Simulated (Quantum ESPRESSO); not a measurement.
# MoS2 (R3m) in Quantum ESPRESSO: reference runs

Reference runs on MoS2: the cell as given.

Everything below comes from runs of Quantum ESPRESSO 7.5. Logs are shortened: lines on timing, memory, paths and dates and some standing lists are left out, and cuts for length are marked.

## Step 1: The structure

It takes space group R3m (No. 160, trigonal). Conventional cell: a = 3.160 Å, b = 3.160 Å, c = 18.450 Å, α = 90.00°, β = 90.00°, γ = 120.00°. Around Mo (site symmetry 3m) lie 6 S at 2.39 Å. Around S (site symmetry 3m) lie 3 Mo at 2.39 Å. Around S (site symmetry 3m) lie 3 Mo at 2.39 Å.

Measurements of this composition are mostly on another form, of space group No. 194.

## Step 2: Single point, PBEsol

Input file pw.in:

```
&CONTROL
  calculation = 'scf'
  prefix = 'pwscf'
  outdir = './tmp'
  pseudo_dir = './pseudo'
  tprnfor = .true.
  tstress = .true.
  disk_io = 'low'
/
&SYSTEM
  ibrav = 0
  celldm(1) = 8
  nat = 3
  ntyp = 2
  ecutwfc = 45
  ecutrho = 360
  nbnd = 20
  occupations = 'smearing'
  smearing = 'fd'
  degauss = 0.00367493
/
&ELECTRONS
  conv_thr = 6d-10
  electron_maxstep = 120
  mixing_beta = 0.5
/
ATOMIC_SPECIES
Mo    95.9500 mo_pbesol_v1.uspp.F.UPF
S     32.0600 s_pbesol_v1.4.uspp.F.UPF
CELL_PARAMETERS alat
  0.3732209096136   0.2154791926280   1.4527269583061
 -0.3732209096136   0.2154791926280   1.4527269583061
  0.0000000000000  -0.4309583852559   1.4527269583061
ATOMIC_POSITIONS crystal
Mo     0.0000000000    0.0000000000    0.0000000000
S      0.4170000000    0.4170000000    0.4170000000
S      0.2500000000    0.2500000000    0.2500000000
K_POINTS automatic
10 10 10 0 0 0
```

Input file pp_density.in:

```
&INPUTPP
  prefix = 'pwscf'
  outdir = './tmp'
  filplot = 'density.dat'
  plot_num = 0
/
&PLOT
  nfile = 1
  filepp(1) = 'density.dat'
  iflag = 3
  output_format = 6
  fileout = 'density.cube'
/
```

Input file pp_potential.in:

```
&INPUTPP
  prefix = 'pwscf'
  outdir = './tmp'
  filplot = 'potential.dat'
  plot_num = 11
/
&PLOT
  nfile = 1
  filepp(1) = 'potential.dat'
  iflag = 3
  output_format = 6
  fileout = 'potential.cube'
/
```

Potentials or basis: GBRV 1.5 PBEsol.

The run is started by

```bash
$ OMP_NUM_THREADS=1 mpirun -n 2 pw.x -nk 2 -in pw.in > pw.out
$ OMP_NUM_THREADS=1 mpirun -n 1 pp.x -in pp_density.in > pp_density.out
$ OMP_NUM_THREADS=1 mpirun -n 1 pp.x -in pp_potential.in > pp_potential.out
```

pw.out:

```text
This program is part of the open-source Quantum ESPRESSO suite
     for quantum simulation of materials; please cite
[... 13 lines left out ...]
     --------------------
     sticks:   dense  smooth     PW     G-vecs:    dense   smooth      PW
     Sum        2013    1003    343                41357    14647    2891

     Using Slab Decomposition

     bravais-lattice index     =            0
     lattice parameter (alat)  =       8.0000  a.u.
     unit-cell volume          =     358.9025 (a.u.)^3
     number of atoms/cell      =            3
     number of atomic types    =            2
     number of electrons       =        26.00
     number of Kohn-Sham states=           20
     kinetic-energy cutoff     =      45.0000  Ry
     charge density cutoff     =     360.0000  Ry
     scf convergence threshold =      6.0E-10
     mixing beta               =       0.5000
     number of iterations used =            8  plain     mixing
     Exchange-correlation= SLA  PW   PSX  PSC
                           (   1   4  10   8   0   0   0)

     celldm(1)=   8.000000  celldm(2)=   0.000000  celldm(3)=   0.000000
     celldm(4)=   0.000000  celldm(5)=   0.000000  celldm(6)=   0.000000

     crystal axes: (cart. coord. in units of alat)
               a(1) = (   0.373221   0.215479   1.452727 )
               a(2) = (  -0.373221   0.215479   1.452727 )
               a(3) = (   0.000000  -0.430958   1.452727 )

     reciprocal axes: (cart. coord. in units 2 pi/alat)
               b(1) = (  1.339689  0.773470  0.229454 )
               b(2) = ( -1.339689  0.773470  0.229454 )
               b(3) = (  0.000000 -1.546940  0.229454 )

     PseudoPot. # 1 for Mo read from file:
     mo_pbesol_v1.uspp.F.UPF
     Pseudo is Ultrasoft + core correction, Zval = 14.0
     Generated by new atomic code, or converted to UPF format
     Using radial grid of  889 points,  6 beta functions with:
                l(1) =   0
                l(2) =   0
                l(3) =   1
                l(4) =   1
                l(5) =   2
                l(6) =   2
     Q(r) pseudized with  6 coefficients,  rinner =    1.000   1.000   1.000
                                                       1.000   1.000

     PseudoPot. # 2 for S  read from file:
     s_pbesol_v1.4.uspp.F.UPF
     Pseudo is Ultrasoft + core correction, Zval =  6.0
     Generated by new atomic code, or converted to UPF format
     Using radial grid of  907 points,  6 beta functions with:
                l(1) =   0
                l(2) =   0
                l(3) =   1
                l(4) =   1
                l(5) =   2
                l(6) =   2
     Q(r) pseudized with  8 coefficients,  rinner =    1.300   1.300   1.300
                                                       1.300   1.300

     atomic species   valence    mass     pseudopotential
     Mo               14.00    95.95000     Mo( 1.00)
     S                 6.00    32.06000     S ( 1.00)

      6 Sym. Ops. (no inversion) found

   Cartesian axes

     site n.     atom                  positions (alat units)
         1        Mo     tau(   1) = (   0.0000000   0.0000000   0.0000000  )
         2        S      tau(   2) = (  -0.0000000   0.0000000   1.8173614  )
         3        S      tau(   3) = (   0.0000000   0.0000000   1.0895452  )

     number of k points=   116  Fermi-Dirac smearing, width (Ry)=  0.0037

     Number of k-points >= 100: set verbosity='high' to print them.

     Dense  grid:    41357 G-vectors     FFT dimensions: (  75,  75,  75)

     Smooth grid:    14647 G-vectors     FFT dimensions: (  54,  54,  54)

     Initial potential from superposition of free atoms

     starting charge      25.9990, renormalised to      26.0000
     Starting wfcs are   21 randomized atomic wfcs

     Self-consistent Calculation

     iteration #  1     ecut=    45.00 Ry     beta= 0.50
     Davidson diagonalization with overlap
     ethr =  1.00E-02,  avg # of iterations =  5.4

     Threshold (ethr) on eigenvalues was too large:
     Diagonalizing with lowered threshold

     Davidson diagonalization with overlap
     ethr =  3.87E-04,  avg # of iterations =  3.5

     total energy              =    -187.54409669 Ry
     estimated scf accuracy    <       0.11402327 Ry

     iteration #  2     ecut=    45.00 Ry     beta= 0.50
     Davidson diagonalization with overlap
     ethr =  4.39E-04,  avg # of iterations =  3.0

     total energy              =    -187.54598784 Ry
     estimated scf accuracy    <       0.12830399 Ry

     iteration #  3     ecut=    45.00 Ry     beta= 0.50
     Davidson diagonalization with overlap
     ethr =  4.39E-04,  avg # of iterations =  1.9

     total energy              =    -187.57142167 Ry
     estimated scf accuracy    <       0.03117929 Ry

     iteration #  4     ecut=    45.00 Ry     beta= 0.50
     Davidson diagonalization with overlap
     ethr =  1.20E-04,  avg # of iterations =  1.2

     total energy              =    -187.57533049 Ry
     estimated scf accuracy    <       0.00067855 Ry

     iteration #  5     ecut=    45.00 Ry     beta= 0.50
     Davidson diagonalization with overlap
     c_bands:  1 eigenvalues not converged
     ethr =  2.61E-06,  avg # of iterations =  7.1

     total energy              =    -187.57542386 Ry
     estimated scf accuracy    <       0.00002616 Ry

     iteration #  6     ecut=    45.00 Ry     beta= 0.50
     Davidson diagonalization with overlap
     ethr =  1.01E-07,  avg # of iterations =  4.0

     total energy              =    -187.57543562 Ry
     estimated scf accuracy    <       0.00000353 Ry

     iteration #  7     ecut=    45.00 Ry     beta= 0.50
     Davidson diagonalization with overlap
     ethr =  1.36E-08,  avg # of iterations =  2.5

     total energy              =    -187.57543669 Ry
     estimated scf accuracy    <       0.00000223 Ry

     iteration #  8     ecut=    45.00 Ry     beta= 0.50
     Davidson diagonalization with overlap
     ethr =  8.57E-09,  avg # of iterations =  1.0

     total energy              =    -187.57543704 Ry
     estimated scf accuracy    <       0.00000004 Ry

     iteration #  9     ecut=    45.00 Ry     beta= 0.50
     Davidson diagonalization with overlap
     ethr =  1.57E-10,  avg # of iterations =  4.5

     total energy              =    -187.57543708 Ry
     estimated scf accuracy    <          8.8E-09 Ry

     iteration # 10     ecut=    45.00 Ry     beta= 0.50
     Davidson diagonalization with overlap
     ethr =  3.39E-11,  avg # of iterations =  1.9

     End of self-consistent calculation

     Number of k-points >= 100: set verbosity='high' to print the bands.

     the Fermi energy is    11.5011 ev

!    total energy              =    -187.57543708 Ry
     estimated scf accuracy    <          5.2E-10 Ry
     smearing contrib. (-TS)   =      -0.00000010 Ry
     internal energy E=F+TS    =    -187.57543698 Ry

     The total energy is F=E-TS. E is the sum of the following terms:
     one-electron contribution =     -87.50658139 Ry
     hartree contribution      =      54.92027217 Ry
     xc contribution           =     -36.03873077 Ry
     ewald contribution        =    -118.95039699 Ry

     convergence has been achieved in  10 iterations

     Forces acting on atoms (cartesian axes, Ry/au):

     atom    1 type  1   force =     0.00000000    0.00000000    0.00334454
     atom    2 type  2   force =    -0.00000000   -0.00000000    0.00607546
     atom    3 type  2   force =     0.00000000    0.00000000   -0.00942000

     Total force =     0.011698     Total SCF correction =     0.000040

     Computing stress (Cartesian axis) and pressure

          total   stress  (Ry/bohr**3)                   (kbar)     P=        0.15
  -0.00006652   0.00000000  -0.00000000           -9.78        0.00       -0.00
   0.00000000  -0.00006652   0.00000000            0.00       -9.78        0.00
  -0.00000000   0.00000000   0.00013602           -0.00        0.00       20.01

=------------------------------------------------------------------------------=
   JOB DONE.
=------------------------------------------------------------------------------=
```

Run time: 2.3 min. Hardware: 2 MPI ranks of Arm Neoverse V2, shared host; peak memory 0.36 GiB.

Results:

```yaml
Free_energy: -2552.0938 eV
Pressure: 0.0 GPa
Largest_force: 0.242 eV/Å
Band_gap_on_the_k_mesh: 0.91 eV, indirect (least direct gap 1.96 eV)
```

Forces on the atoms (eV/Å):
```
Mo   0.000  0.000  0.086
S    0.000  0.000  0.156
S    0.000  0.000 -0.242
```

Stress tensor (GPa, compression positive):
```
-0.98  0.00  0.00
 0.00 -0.98  0.00
 0.00  0.00  2.00
```

A k mesh can miss the band edges.
